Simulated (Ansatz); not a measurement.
# SiNi (Pnma) in Ansatz: relaxation of cell and atoms with RPBE

Aim: the relaxation of cell and atoms of SiNi with RPBE.

Everything below comes from runs of Ansatz 0.2.0. Logs are shortened: lines on timing, memory, paths and dates and some standing lists are left out, and cuts for length are marked.

### 1 The crystal as given

The structure is orthorhombic, space group Pnma (No. 62). Conventional cell: a = 5.173 Å, b = 3.338 Å, c = 5.605 Å, α = 90.00°, β = 90.00°, γ = 90.00°. Around Ni (site symmetry m) lie 6 Si at 2.28 to 2.40 Å. Around Si (site symmetry m) lie 6 Ni at 2.28 to 2.40 Å.

### 2 Relaxation of cell and atoms, RPBE, collinear spin, ferromagnetic start

input.yaml reads:

```yaml
crystal:
  lattice:
    - [5.1731, 0.0, 0.0]
    - [0.0, 3.3381, 0.0]
    - [0.0, 0.0, 5.6049]
  atoms:
    - { symbol: Ni, position: [0.99221, 0.75, 0.81248], spin: 1.0 }
    - { symbol: Ni, position: [0.50779, 0.25, 0.31248], spin: 1.0 }
    - { symbol: Ni, position: [0.49221, 0.75, 0.68752], spin: 1.0 }
    - { symbol: Ni, position: [0.00779, 0.25, 0.18752], spin: 1.0 }
    - { symbol: Si, position: [0.67872, 0.25, 0.9175] }
    - { symbol: Si, position: [0.82128, 0.75, 0.4175] }
    - { symbol: Si, position: [0.17872, 0.25, 0.5825] }
    - { symbol: Si, position: [0.32128, 0.75, 0.0825] }
hamiltonian:
  xc: rpbe
  pseudopotentials: { kind: paw }
magnetization:
  spin_polarized: true
kpoints:
  mp_grid: { grid: [5, 8, 5] }
scf:
  occupations: { method: fermi_dirac, width: 0.05 }
output:
  forces: true
  stress: true
  eigenvalues: true
  write_density: true
  write_potential: true
  elf: true
  volumetric_format: npy
relax:
  f_tol: 0.01
  max_steps: 40
  cell: { stress_tol: 0.05 }
```

Potentials or basis: Ansatz PAW.

Launch:

```bash
ansatz run input.yaml --threads 4 --pin off --max-ram 11264MiB --backend cpu --events-out ev --progress --plain --runs-dir out
```

Log:

```text
Warning: RAYON_NUM_THREADS=4 ignored (pool sized by the plan → 4); use --threads N
Engine: ansatz 0.2.0, aarch64-unknown-linux-gnu
Pseudopotentials: kind: paw
Pseudopotential: Ni, paw, valence charge 18, recommended cutoff 420 eV (normal), Ni.paw.azcp
Pseudopotential: Si, paw, valence charge 4, recommended cutoff 420 eV (normal), Si.paw.azcp
Functional definition: RPBE
  parameter kappa = 0.804
  parameter beta = 0.06672455060314922
  exchange = rpbe_x(kappa = kappa, mu = beta*pi^2/3)
  correlation = pbe_c(beta = beta)
Crystal: 8 atoms, lattice volume = 96.787 Å³
Basis set: ecut = 420 eV, 1905 PW (Γ), exchange–correlation on 72×48×80 points (8 copies of the dense FFT grid, shifted against one another)
Bands: 56, of which v1, the nominal top of the filled ones, is band 44 counted from 1 (43 counted from 0)
Symmetry: 8 space group operations
Space group: Pnma (ITA 62), of the structure as read, at distance tolerance 4.6e-5 Å
Magnetic group: BNS 62.441 (UNI 539), of the structure as read, at distance tolerance 4.6e-5 Å
k-points: 45 of 200
Non-local potential: Ni, projectors of the file, l = 0: 3, l = 1: 2, l = 2: 3, l = 3: 1
Non-local potential: Si, projectors of the file, l = 0: 2, l = 1: 2, l = 2: 2
PAW form: soft (Blöchl's): semilocal exchange-correlation on the pseudo side does not see the compensation charge
PAW frozen core: Ni, regenerated for the run's functional, and the local potential with it (the file was generated under x = pbe(κ = 0.804, μ = 0.2195149727645171), c = pbe(β = 0.06672455060314922))
PAW frozen core: Si, regenerated for the run's functional, and the local potential with it (the file was generated under x = pbe(κ = 0.804, μ = 0.2195149727645171), c = pbe(β = 0.06672455060314922))
PAW one-centre angular grid: Ni, 590 points (default); XC on 64 Gauss nodes
PAW one-centre angular grid: Si, 110 points (default); XC on 64 Gauss nodes
Initial density: superposition of atomic densities (chi_scale 0.1, normalization cell)
Starting moments: Σ|m| = 4 μB on 4 of 8 sites
Initial wavefunctions: pseudopotential atomic-orbital guess
Functional: x = rpbe, c = pbe(β = 0.06672455060314922)
iter 1 solved again at ethr=2.99e-3 eV; its pass at ethr=3.10e-3 eV (dr2=2.63e0 eV) is discarded
SCF iter   1: F=—  HF=-25931.908185 eV  |F-HF|=—  |Δ(HF+E_count)|=         —  Δρ=6.62e-2 (↑6.62e-2 ↓2.96e-2)  dr2=2.66e0  dr2_m=1.27e0  M=1.638 μB ∫|m|=2.608 μB  β_m=0.30  ethr=2.99e-3  ⟨swp⟩=1.3  Hψ=24987  notcnv=0
Mixer restart at iter 1: flushing history
preconditioner: auto → Kerker (q_TF=auto, 2.685 Å⁻¹)  [metal: Δε(μ)=0.012 eV  Ē_g=7.713 eV  σ=0.050 eV  W_gap=0.06  n_scr=38 (ndim 8)  ℏωp=28.2 eV  f_vac=0.000  D(μ)=2.79/eV (n_scr^D=20)]
spin=Collinear: Kerker preconditioning applied to the charge; magnetization (m = ρ↑ − ρ↓) channel mixes plain (no charge-response kernel on spin).
SCF iter   2: F=—  HF=-25931.736530 eV  |F-HF|=—  |Δ(HF+E_count)|=   1.72e-1  Δρ=5.53e-2 (↑2.68e-2 ↓5.53e-2)  dr2=1.56e0  dr2_m=1.25e0  M=1.254 μB ∫|m|=2.122 μB  β_m=0.40  ethr=2.99e-3  ⟨swp⟩=2.0  Hψ=7735  notcnv=0
SCF iter   3: F=—  HF=-25934.962611 eV  |F-HF|=—  |Δ(HF+E_count)|=    3.23e0  Δρ=4.59e-2 (↑2.64e-2 ↓4.59e-2)  dr2=1.08e0  dr2_m=1.03e0  M=0.890 μB ∫|m|=1.677 μB  β_m=0.19  ethr=1.77e-3  ⟨swp⟩=2.2  Hψ=7930  notcnv=0  defer=351
SCF iter   4: F=—  HF=-25936.477050 eV  |F-HF|=—  |Δ(HF+E_count)|=    1.51e0  Δρ=3.47e-2 (↑2.62e-2 ↓3.47e-2)  dr2=5.82e-1  dr2_m=7.42e-1  M=0.666 μB ∫|m|=1.341 μB  β_m=0.35  ethr=1.23e-3  ⟨swp⟩=2.2  Hψ=6578  notcnv=0  defer=351
SCF iter   5: F=—  HF=-25937.985154 eV  |F-HF|=—  |Δ(HF+E_count)|=    1.51e0  Δρ=2.30e-2 (↑2.30e-2 ↓8.57e-3)  dr2=2.77e-1  dr2_m=1.54e-1  M=0.299 μB ∫|m|=0.612 μB  β_m=0.88  ethr=6.61e-4  ⟨swp⟩=2.9  Hψ=9481  notcnv=0  defer=361
SCF iter   6: F=—  HF=-25938.209140 eV  |F-HF|=—  |Δ(HF+E_count)|=         —  Δρ=2.36e-2 (↑7.37e-3 ↓2.36e-2)  dr2=6.25e-1  dr2_m=6.77e-2  M=-0.030 μB ∫|m|=0.071 μB  β_m=0.88  ethr=3.14e-4  ⟨swp⟩=3.1  Hψ=9475  notcnv=0  defer=361
Mixer restart at iter 6: flushing history
SCF iter   7: F=—  HF=-25938.623015 eV  |F-HF|=—  |Δ(HF+E_count)|=   4.14e-1  Δρ=2.76e-2 (↑2.76e-2 ↓2.36e-2)  dr2=1.34e0  dr2_m=4.11e-3  M=-0.006 μB ∫|m|=0.024 μB  β_m=0.49  ethr=3.14e-4  ⟨swp⟩=3.0  Hψ=11020  notcnv=0  defer=356  recentre
SCF iter   8: F=—  HF=-25938.241405 eV  |F-HF|=—  |Δ(HF+E_count)|=   3.82e-1  Δρ=1.28e-2 (↑5.05e-3 ↓1.28e-2)  dr2=2.24e-1  dr2_m=1.49e-2  M=-0.014 μB ∫|m|=0.037 μB  β_m=0.59  ethr=3.14e-4  ⟨swp⟩=3.0  Hψ=10772  notcnv=0  defer=352
SCF iter   9: F=—  HF=-25938.229688 eV  |F-HF|=—  |Δ(HF+E_count)|=   1.17e-2  Δρ=1.03e-3 (↑1.03e-3 ↓1.02e-3)  dr2=1.54e-3  dr2_m=1.03e-5  M=0.000 μB ∫|m|=0.005 μB  β_m=0.79  ethr=2.54e-4  ⟨swp⟩=2.0  Hψ=7718  notcnv=0  defer=352
SCF iter  10: F=—  HF=-25938.231513 eV  |F-HF|=—  |Δ(HF+E_count)|=   1.83e-3  Δρ=9.91e-4 (↑9.91e-4 ↓7.30e-4)  dr2=1.65e-3  dr2_m=1.62e-5  M=-0.000 μB ∫|m|=0.002 μB  β_m=0.90  ethr=1.75e-6  ⟨swp⟩=2.0  Hψ=7692  notcnv=0  defer=352
SCF iter  11: F=—  HF=-25938.231305 eV  |F-HF|=—  |Δ(HF+E_count)|=   2.09e-4  Δρ=3.40e-5 (↑2.62e-5 ↓3.40e-5)  dr2=1.13e-6  dr2_m=3.57e-7  M=-0.000 μB ∫|m|=0.001 μB  β_m=0.93  ethr=1.75e-6  ⟨swp⟩=2.0  Hψ=6685  notcnv=0  defer=352
SCF iter  12: F=—  HF=-25938.231308 eV  |F-HF|=—  |Δ(HF+E_count)|=   3.79e-6  Δρ=1.66e-5 (↑9.39e-6 ↓1.66e-5)  dr2=4.25e-7  dr2_m=2.81e-8  M=-0.000 μB ∫|m|=0.000 μB  β_m=0.96  ethr=1.29e-9  ⟨swp⟩=2.0  Hψ=9057  notcnv=0  defer=352
SCF iter  13: F=—  HF=-25938.231309 eV  |F-HF|=—  |Δ(HF+E_count)|=   1.13e-7  Δρ=9.43e-6 (↑8.10e-6 ↓9.43e-6)  dr2=2.14e-7  dr2_m=4.68e-10  M=0.000 μB ∫|m|=0.000 μB  β_m=0.98  ethr=4.83e-10  ⟨swp⟩=2.3  Hψ=7191  notcnv=0  defer=352
SCF iter  14: F=—  HF=-25938.231309 eV  |F-HF|=—  |Δ(HF+E_count)|=   6.57e-9  Δρ=8.62e-7 (↑7.87e-7 ↓8.62e-7)  dr2=2.19e-9  dr2_m=3.40e-11  M=0.000 μB ∫|m|=0.000 μB  β_m=0.99  ethr=2.43e-10  ⟨swp⟩=2.3  Hψ=6738  notcnv=0  defer=352
[... 69 lines left out ...]
relax step   5: F+E_penalty+E_count = -25938.29334946 eV  Δ(F+E_penalty+E_count) = -9.198e-4 eV  max|allowed force component| = 6.792e-3 eV/Å  Δτ_max = 0.0000 Å  P = -0.005 GPa  Ω = 99.755 Å³  stress off target by 3.00e-2 GPa  SCF on the basis re-selected at this cell (its energy is not comparable with the rows above)  (10 SCF iters)
basis re-selected at this cell: Δ(F+E_penalty+E_count) = -9.198e-4 eV, ΔP = +0.001 GPa vs the last step (what re-selecting the basis moved, of the pressure what is left beyond the Pulay correction that the steps carried, after the strain that the cell walked since its last selection, with what the two solves' SCF thresholds leave and, on support functions, any second-order correction that the steps lacked; it is no measure of the basis error at this ecutwfc). This SCF's stress stands 3.00e-2 GPa from its target on what of the cell is left free (relax.cell.stress_tol is 5.00e-2 GPa) and its largest allowed force component is 6.79e-3 eV/Å (relax.f_tol is 1.00e-2 eV/Å): within both
SCF converged after 10 iterations
Magnetization: 0.0000 μB (44.0000 up, 44.0000 down)
Absolute magnetization: 0.0000 μB (∫|ρ↑−ρ↓|, with the PAW one-centre terms)
Spin contamination: 0.0000 ħ² per cell (⟨S²⟩ above its minimum at these occupations)
Per-site moments (μB) at R_I (Å): [(2.3717838980222496e-10, 0.9492554733158078), (2.371785531509295e-10, 0.9492554733158076), (2.371784276165939e-10, 0.9492554733158076), (2.371785494407851e-10, 0.9492554733158078), (-5.9741852191101e-11, 0.9492554733158078), (-5.974176960188042e-11, 0.9492554733158076), (-5.974179067617147e-11, 0.9492554733158076), (-5.974180676324146e-11, 0.9492554733158078)]
Free energy (F): -25938.293349 eV
Harris-Foulkes:  -25938.293349 eV  (|F-HF|=1.46e-11)
Internal energy: -25938.279987 eV  (E = F + TS)
E sigma→0 (E₀):  -25938.286668 eV
Entropy (-TS):   -0.013362 eV (-1.670 meV/atom)
Fermi energy:    14.289337 eV
--- Per-component energies (eV) ---
  E_band       = -1335.497274
  E_kinetic    = 1303.984519
  E_local      = -18009.717088  (includes V_loc(G=0)·N_el)
  E_nonlocal   = 2633.083999
  E_hartree    = 7739.207738
  E_xc         = -567.270399
  E_vxc        = -633.212096  (∫ρ·V_xc dr)
  E_paw        = -8601.362418  (= ΣΔE_a)
  E_vpaw       = -2108.054560  (= ΣTr[D̂ρ^β])
  E_aug_tail   = 0.002259  (compensation charges beyond the density's cutoff)
  E_ewald      = -10435.935283
  E_core_change = -0.273314  (= ΣΔE_core)
  E_smearing   = -0.013362  (= −TS)
  E_closure    = -0.000000  (closes the sum)
  Σ components = -25938.293349   (vs F -25938.293349, Δ=0.00e0)
--- Forces (eV/Å), atoms counted from 1 ---
  atom   1  Ni    -0.00111975    -0.00000000    -0.00244009
  atom   2  Ni     0.00111975    -0.00000000    -0.00244009
  atom   3  Ni    -0.00111975     0.00000000     0.00244009
  atom   4  Ni     0.00111975     0.00000000     0.00244009
  atom   5  Si    -0.00150456     0.00000000    -0.00679196
  atom   6  Si     0.00150456     0.00000000    -0.00679196
  atom   7  Si    -0.00150456     0.00000000     0.00679196
  atom   8  Si     0.00150456     0.00000000     0.00679196
  max |Σ_I F_I| component: 6.94e-18 eV/Å
--- Stress (GPa, compression-positive) ---
       -0.006169      -0.000000      -0.000000
       -0.000000      -0.029979      -0.000000
       -0.000000      -0.000000       0.020793
  P = ⅓ Tr σ = -0.0051 GPa (-0.051 kbar)
--- Band table (eV; the first three rows and the last of 90) ---
  k-point 0 ↑: bands = ["-89.7008", "-89.6978", "-89.6966", "-89.6937", "-50.0789", "-50.0734", "-50.0613", "-50.0516", "-50.0228", "-50.0209", "-49.9997", "-49.9948", "-49.9862", "-49.9813", "-49.9797", "-49.9773", "1.4967", "4.8067", "6.0406", "6.6607", "7.9354", "8.4193", "10.0532", "10.3863", "10.4669", "10.5612", "10.5755", "10.6121", "10.8106", "11.0809", "11.2884", "11.3871", "11.5895", "11.7580", "11.9921", "12.0557", "12.1453", "12.2143", "12.2684", "12.4257", "12.5313", "13.0395", "13.1958", "13.4100", "14.9375", "15.5123", "17.4694", "17.9308", "18.1567", "18.6396", "18.9854", "20.1377", "20.4157", "20.8043", "21.0710", "21.1261"]
  k-point 1 ↑: bands = ["-89.7006", "-89.6985", "-89.6959", "-89.6938", "-50.0785", "-50.0741", "-50.0602", "-50.0525", "-50.0226", "-50.0211", "-49.9993", "-49.9954", "-49.9855", "-49.9816", "-49.9795", "-49.9776", "1.6750", "4.0767", "6.5380", "6.7427", "7.8281", "8.9374", "9.5278", "10.3234", "10.4151", "10.4439", "10.5051", "10.8147", "10.8860", "11.1562", "11.3144", "11.3157", "11.6836", "11.8417", "11.8692", "11.9433", "11.9646", "12.1969", "12.2483", "12.4099", "12.7983", "12.9953", "13.4215", "13.5988", "15.1953", "15.9782", "16.7426", "17.9000", "18.2592", "18.4431", "18.4641", "20.1306", "20.6587", "20.9312", "21.0439", "21.2090"]
  k-point 2 ↑: bands = ["-89.7001", "-89.6994", "-89.6951", "-89.6943", "-50.0773", "-50.0757", "-50.0577", "-50.0548", "-50.0221", "-50.0215", "-49.9983", "-49.9969", "-49.9841", "-49.9826", "-49.9789", "-49.9781", "2.2003", "3.0361", "6.9527", "7.0485", "7.7891", "8.4970", "9.7615", "10.1261", "10.5666", "10.5792", "10.5834", "10.8009", "11.1217", "11.2257", "11.3130", "11.3519", "11.4806", "11.5944", "11.6988", "11.7737", "12.1064", "12.2648", "12.3513", "12.4093", "12.7832", "12.9869", "13.6682", "14.5531", "14.6595", "15.6417", "16.9486", "17.6313", "18.1410", "18.5542", "19.3050", "19.9847", "20.0970", "20.1426", "21.0143", "21.4874"]
  k-point 44 ↓: bands = ["-89.6978", "-89.6978", "-89.6965", "-89.6965", "-50.0681", "-50.0681", "-50.0660", "-50.0660", "-50.0081", "-50.0081", "-49.9955", "-49.9955", "-49.9914", "-49.9914", "-49.9891", "-49.9891", "5.5482", "5.5482", "5.8616", "5.8616", "7.8409", "7.8409", "8.3531", "8.3531", "10.6781", "10.6781", "10.7555", "10.7555", "10.9929", "10.9929", "11.2258", "11.2258", "11.7068", "11.7068", "11.8348", "11.8348", "12.1767", "12.1767", "12.2548", "12.2548", "12.4461", "12.4461", "12.5089", "12.5089", "15.8913", "15.8913", "16.7748", "16.7748", "17.4618", "17.4618", "18.2012", "18.2012", "19.6886", "19.6886", "20.1835", "20.1835"]
--- Relaxed structure (4 steps of the walk, 4 accepted, 1 SCFs on fresh bases) ---
  F+E_penalty+E_count = -25938.29334946 eV   max|allowed force component| = 6.792e-3 eV/Å   (the final SCF, on the basis selected at the relaxed cell)
  cell:  # Å, volume = 99.7555 Å³
    - [5.163031407791544, 1.6817200429998676e-33, -1.7328523540590336e-18]
    - [-3.150525396567025e-34, 3.419887265620244, 9.801634567097411e-34]
    - [-1.877493989921996e-18, 1.6457620078824565e-33, 5.649630945147638]
  atoms:
    - { symbol: Ni, position: [0.9916792042467899, 0.7499999999999999, 0.8111152476676956] }
    - { symbol: Ni, position: [0.50832079575321, 0.25, 0.31111524766769566] }
    - { symbol: Ni, position: [0.4916792042467899, 0.7499999999999999, 0.6888847523323043] }
    - { symbol: Ni, position: [0.008320795753210021, 0.25, 0.18888475233230428] }
    - { symbol: Si, position: [0.6784884129776285, 0.25, 0.9149218982145677] }
    - { symbol: Si, position: [0.8215115870223714, 0.7499999999999999, 0.4149218982145679] }
    - { symbol: Si, position: [0.17848841297762855, 0.25, 0.5850781017854321] }
    - { symbol: Si, position: [0.3215115870223714, 0.7499999999999999, 0.0850781017854321] }
```

Run time: 62 s. Hardware: 4 threads of Arm Neoverse V2, shared host; peak memory 0.7 GiB.

What came out:

| Item | Value |
| --- | --- |
| Free energy | -25938.2933 eV |
| Relaxed volume | 12.47 Å³/atom |
| Relaxed cell | a = 5.163 Å, b = 3.420 Å, c = 5.650 Å, α = 90.00°, β = 90.00°, γ = 90.00° |
| Space group after relaxing (to 0.05 Å) | Pnma (No. 62) |
| Energy gained by relaxing | 7.8 meV/atom |
| Ionic steps | 5 |
| Pressure after relaxing | 0.0 GPa |
| Largest force after relaxing | 0.007 eV/Å |
| Band gap on the k mesh | none (metal or under the smearing width) |
| Net moment | 0.00 μB per cell |
| Absolute moment | 0.00 μB per cell |

Forces on the atoms (eV/Å):
```
Ni  -0.001  0.000 -0.002
Ni   0.001  0.000 -0.002
Ni  -0.001  0.000  0.002
Ni   0.001  0.000  0.002
Si  -0.002  0.000 -0.007
Si   0.002  0.000 -0.007
Si  -0.002  0.000  0.007
Si   0.002  0.000  0.007
```

The path:
| step | energy change (eV) | largest force (eV/Å) | volume (Å³) |
| --- | --- | --- | --- |
| 1 | 0.0000 | 0.0749 | 96.79 |
| 2 | -0.0500 | 0.0423 | 98.44 |
| 3 | -0.0611 | 0.0178 | 99.71 |
| 4 | -0.0611 | 0.0068 | 99.76 |
| 5 | -0.0620 | 0.0070 | 99.76 |

Final structure:
```yaml
crystal:
  lattice:
    - [5.16303, 0.00000, 0.00000]
    - [0.00000, 3.41989, 0.00000]
    - [0.00000, 0.00000, 5.64963]
  atoms:
    - { symbol: Ni, position: [0.99168, 0.75000, 0.81112] }
    - { symbol: Ni, position: [0.50832, 0.25000, 0.31112] }
    - { symbol: Ni, position: [0.49168, 0.75000, 0.68888] }
    - { symbol: Ni, position: [0.00832, 0.25000, 0.18888] }
    - { symbol: Si, position: [0.67849, 0.25000, 0.91492] }
    - { symbol: Si, position: [0.82151, 0.75000, 0.41492] }
    - { symbol: Si, position: [0.17849, 0.25000, 0.58508] }
    - { symbol: Si, position: [0.32151, 0.75000, 0.08508] }
```

Levels at points of the mesh, in eV from the Fermi level:
Spin up:
| k point | band 42 | band 43 | band 44 | band 45 | band 46 | band 47 |
| --- | --- | --- | --- | --- | --- | --- |
| (0.00, 0.00, 0.00) | -1.25 | -1.09 | -0.88 | 0.65 | 1.22 | 3.18 |
| (0.00, -0.50, 0.00) | -1.84 | -1.36 | -1.36 | -0.57 | -0.57 | 1.92 |
Spin down:
```tsv
k point	band 41	band 42	band 43	band 44	band 45	band 46	band 47	band 48
(0.00, 0.00, 0.00)	-1.76	-1.25	-1.09	-0.88	0.65	1.22	3.18	3.64
(0.00, -0.50, 0.00)	-1.84	-1.84	-1.36	-1.36	-0.57	-0.57	1.92	1.92
```

Caveat: the plane-wave basis is chosen anew once the cell has moved, so the energies of steps on either side of that aren't comparable; the PAW data sets come from PBE, with cores solved anew for the run's functional, which leaves a small shift of forces and pressure; the starting moments weren't kept.

### 3 How close it comes

Step 2. The cell as given is a measured one (12.10 Å³/atom); RPBE puts the equilibrium volume +3.1 % from it, thermal expansion not counted.
